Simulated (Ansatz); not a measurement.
## Two Ansatz runs on Al

Structure from Materials Project entry mp-134 (possibly hypothetical), not relaxed further.

First run: DFT, r2SCAN, PAW with Ansatz's default frozen-core files, scalar-relativistic (Ansatz 0.2.0).

Command: `ansatz run input.yaml --threads 1 --pin off --max-ram 2048MiB --backend cpu --events-out ev --progress --plain --runs-dir out` The run took about 18 s on 1 thread of a shared machine.

```yaml
crystal:
  lattice:
    - [0.0, 2.0194648466, 2.0194648466]
    - [2.0194648466, 0.0, 2.0194648466]
    - [2.0194648466, 2.0194648466, 0.0]
  atoms:
    - { symbol: Al, position: [0.0, 0.0, 0.0] }
kpoints:
  mp_grid: { grid: [15, 15, 15] }
  band_path:
    path:
      - [0.0, 0.0, 0.0]
      - [0.5, 0.0, 0.5]
      - [0.625, 0.25, 0.625]
      - [0.375, 0.375, 0.75]
      - [0.0, 0.0, 0.0]
      - [0.5, 0.5, 0.5]
      - [0.5, 0.25, 0.75]
      - [0.5, 0.0, 0.5]
    npoints: 14
scf:
  occupations: { method: fermi_dirac, width: 0.03 }
hamiltonian:
  xc: r2scan
  pseudopotentials: { kind: paw }
output:
  forces: true
  stress: true
  eigenvalues: true
  efg: { contact_densities: true }
  populations: true
  bader: true
  dos: { projected: true, de: 0.2, e_range: [-14, 8] }
  write_density: true
  write_potential: true
  elf: true
  volumetric_format: npy
```

Result: converged; pressure -2.94 GPa; 6 SCF iterations.

A second input differs as follows:

```diff
@@ -21,7 +21,9 @@
 scf:
   occupations: { method: fermi_dirac, width: 0.03 }
+  max_iter: 80
 hamiltonian:
   xc: r2scan
   pseudopotentials: { kind: paw }
+  hubbard: { sites: [{ species: Al, l: p, u_eff: -5.0 }] }
 output:
   forces: true
@@ -30,9 +32,3 @@
   efg: { contact_densities: true }
   populations: true
-  bader: true
-  dos: { projected: true, de: 0.2, e_range: [-14, 8] }
-  write_density: true
-  write_potential: true
-  elf: true
-  volumetric_format: npy
```

**Question.** What is wrong with it, and what does the program do?

**Answer.** The fault is an enormous or negative U. The run converged; pressure -6.39 GPa; 5 SCF iterations. Such numbers aren't properties of the crystal. The log ends:
```
  k-point 119: bands = ["6.0234", "6.0908", "7.7596", "9.8911", "23.3737", "25.6489"]
Occupation matrices written to <dir>
--- Löwdin populations: 1 site ---
  site symbol       q [e]
     0     Al      2.9527
  spilling = 0.015767 (of n_electrons = 3.000000)
```
